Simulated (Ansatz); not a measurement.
## Hf under changes of volume

One of the cells (23.523 Å³/atom); the others are scaled copies at fixed shape and fractional positions:

```
CELL_PARAMETERS angstrom
-1.80500 1.80500 1.80500
1.80500 -1.80500 1.80500
1.80500 1.80500 -1.80500
ATOMIC_POSITIONS crystal
Hf 0.00000 0.00000 0.00000
```

This isn't the form of Hf at room conditions, which is hcp.

```yaml
Program: Ansatz 0.2.0
Functional: PBE
Potentials_or_basis: all-electron LAPW, scalar-relativistic
Cutoff: 231 eV (chosen from the basis error)
Basis_error_allowed: 0.0005 eV/atom
k_mesh: 10 × 10 × 10
Occupations: fermi-dirac, width 0.05 eV
Spin: no spin polarisation
```

```tsv
volume (Å³/atom)	energy over the lowest point (meV/atom)	pressure (GPa)
22.112	0.00	0.9
22.582	0.61	-1.2
23.052	7.28	-3.1
23.523	19.48	-4.9
23.993	36.66	-6.5
24.464	58.28	-7.9
24.934	?	?
```

What does the run at 24.934 Å³/atom give?

Energy over the lowest point 83.90 meV/atom; pressure -9.3 GPa.

Worked out: A Birch-Murnaghan fit of order 3 (a polynomial in V^(-2/3)) to the other rows has its minimum at 22.30 Å³/atom with B0 = V·E''(V) = 105 GPa and B' = 4.0. It gives 83.91 meV/atom at 24.934 Å³/atom, against the run's 83.90, and -dE/dV = -9.4 GPa, against -9.3.

Energies are extrapolated to zero smearing.
